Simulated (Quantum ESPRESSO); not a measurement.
A calculation with Quantum ESPRESSO 7.5 of In (native input, structure typed inline):

The input pw.in:

```
&CONTROL
  calculation = 'scf'
  prefix = 'pwscf'
  outdir = './tmp'
  pseudo_dir = './pseudo'
  tprnfor = .true.
  tstress = .true.
  disk_io = 'nowf'
/
&SYSTEM
  ibrav = 0
  nat = 1
  ntyp = 1
  ecutwfc = 55
  ecutrho = 440
  nbnd = 12
  occupations = 'smearing'
  smearing = 'fd'
  degauss = 0.00367493
/
&ELECTRONS
  conv_thr = 2d-10
  electron_maxstep = 120
  mixing_beta = 0.5
/
ATOMIC_SPECIES
In   114.8180 In.pbe-dn-rrkjus_psl.0.2.2.UPF
CELL_PARAMETERS angstrom
  -1.6254700000    1.6254700000    2.4737000000
   1.6254700000   -1.6254700000    2.4737000000
   1.6254700000    1.6254700000   -2.4737000000
ATOMIC_POSITIONS crystal
In     0.0000000000    0.0000000000    0.0000000000
K_POINTS automatic
11 11 11 0 0 0
```

Potentials or basis: SSSP 1.3 efficiency PBE.

Run with:

```console
$ OMP_NUM_THREADS=1 pw.x -in pw.in > pw.out
```

Task: Write the same calculation in another form: ASE script, structure from a POSCAR.

Result: As run:

Contents of run.py:

```python
import numpy as np
from ase.calculators.espresso import Espresso, EspressoProfile
from ase.io import read

atoms = read('POSCAR')

input_data = {
    'control': {'calculation': 'scf', 'prefix': 'pwscf', 'outdir': './tmp', 'tprnfor': True, 'tstress': True, 'disk_io': 'nowf'},
    'system': {'ecutwfc': 55.0, 'ecutrho': 440.0, 'nbnd': 12, 'occupations': 'smearing', 'smearing': 'fd', 'degauss': 0.00367493},
    'electrons': {'conv_thr': 2e-10, 'electron_maxstep': 120, 'mixing_beta': 0.5},
}
pseudopotentials = {'In': 'In.pbe-dn-rrkjus_psl.0.2.2.UPF'}
profile = EspressoProfile(command='pw.x', pseudo_dir='pseudo')
atoms.calc = Espresso(profile=profile, input_data=input_data, pseudopotentials=pseudopotentials, kpts=(11, 11, 11), koffset=(0, 0, 0))

print(f'energy {atoms.get_potential_energy():.8f} eV')
print('forces (eV/A)')
print(np.round(atoms.get_forces(), 6))
print('stress (eV/A^3, Voigt)')
print(np.round(atoms.get_stress(), 8))
print(f'Fermi level {atoms.calc.get_fermi_level():.4f} eV')
```

POSCAR

```
In
1.0
   -1.6254700000      1.6254700000      2.4737000000
    1.6254700000     -1.6254700000      2.4737000000
    1.6254700000      1.6254700000     -2.4737000000
In
1
Direct
    0.0000000000      0.0000000000      0.0000000000
```

Potentials or basis: SSSP 1.3 efficiency PBE.

Command:

```bash
$ OMP_NUM_THREADS=1 python run.py
```

Both were run:

|  | native input, structure typed inline | ASE script, structure from a POSCAR |
| --- | --- | --- |
| Pressure | 2.0 GPa | 2.0 GPa |
| Band gap on the k mesh | none (metal or under the smearing width) | none (metal or under the smearing width) |

Keys that steer only the numerical path or the files written may differ.
